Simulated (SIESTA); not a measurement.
Crystal: Ti.

```xyz
3
Lattice="4.5674 0.0000 0.0000 -2.2837 3.9555 0.0000 0.0000 0.0000 2.8262" Properties=species:S:1:pos:R:3 pbc="T T T"
Ti    2.2837    1.3185    1.4131
Ti    0.0000    2.6370    1.4131
Ti    0.0000    0.0000    0.0000
```

This isn't the form of Ti at room conditions, which is hcp.

Base run:

- Program: SIESTA 5.4.2
- Functional: PBEsol
- Potentials or basis: PseudoDojo 0.4 standard (PBEsol files)
- Basis: SZP (energy shift 0.003 Ry)
- Grid cutoff: 800 Ry
- Energy shift: 0.003 Ry
- k mesh: 7 × 7 × 9
- Occupations: fermi-dirac, width 0.05 eV
- Spin: no spin polarisation

Its results: band gap on the k mesh none (metal or under the smearing width); pressure -0.4 GPa.

Task: After a change of settings the same cell gave: band gap on the k mesh none (metal or under the smearing width); pressure -11.9 GPa. Which change was it?
A. basis from SZP (energy shift 0.003 Ry) to TZP (energy shift 0.003 Ry; two zetas on semicore shells)
B. basis from SZP (energy shift 0.003 Ry) to SZ (energy shift 0.003 Ry)
C. basis from SZP (energy shift 0.003 Ry) to TZDP (energy shift 0.003 Ry; two zetas on semicore shells)
D. basis from SZP (energy shift 0.003 Ry) to DZP (energy shift 0.003 Ry; two zetas on semicore shells)

Result: B.

Caveats: the basis of atomic orbitals isn't converged, which shifts pressures, moduli and gaps; the basis has no polarisation orbitals (some runs).

Runs at the PBE level aren't shown here.
